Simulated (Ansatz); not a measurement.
Input of an Ansatz 0.2.0 run:

Contents of input.yaml:

```yaml
crystal:
  lattice:
    - [3.1841260822, 0.0, 0.0]
    - [-1.5920630411, 2.757534076, 0.0]
    - [0.0, 0.0, 17.33459995]
  atoms:
    - { symbol: Mo, position: [0.0, 0.0, 0.0] }
    - { symbol: S, position: [0.3333333333, 0.6666666667, 0.91050702] }
    - { symbol: S, position: [0.3333333333, 0.6666666667, 0.08949298] }
hamiltonian:
  xc: pbesol
  pseudopotentials: { kind: paw }
kpoints:
  mp_grid: { grid: [10, 10, 2] }
scf:
  occupations: { method: fermi_dirac, width: 0.05 }
output:
  forces: true
  stress: true
  eigenvalues: true
relax:
  f_tol: 0.01
  max_steps: 40
  cell: { stress_tol: 0.05 }
```

Potentials or basis: Ansatz PAW.

Launch:

```console
$ ansatz run input.yaml --threads 2 --pin off --max-ram 5632MiB --backend cpu --events-out ev --progress --plain --runs-dir out
```

Task: What does it give for the band gap on the k mesh?

Result: 2.01 eV, indirect (least direct gap 2.06 eV).

Task: What does it give for the space group after relaxing (to 0.05 Å)?

Result: P-6m2 (No. 187).

Task: What does it give for the relaxed cell?

Result: a = 3.142 Å, b = 3.142 Å, c = 17.337 Å, α = 90.00°, β = 90.00°, γ = 120.00°.

The path:
```csv
step,energy change (eV),largest force (eV/Å),volume (Å³)
1,0.0000,0.1485,152.20
2,-0.0105,0.1766,145.63
3,-0.0187,0.0009,148.18
4,-0.0186,0.0009,148.18
```

Caveat: the plane-wave basis is chosen anew once the cell has moved, so the energies of steps on either side of that aren't comparable; the PAW data sets come from PBE, with cores solved anew for the run's functional, which leaves a small shift of forces and pressure.
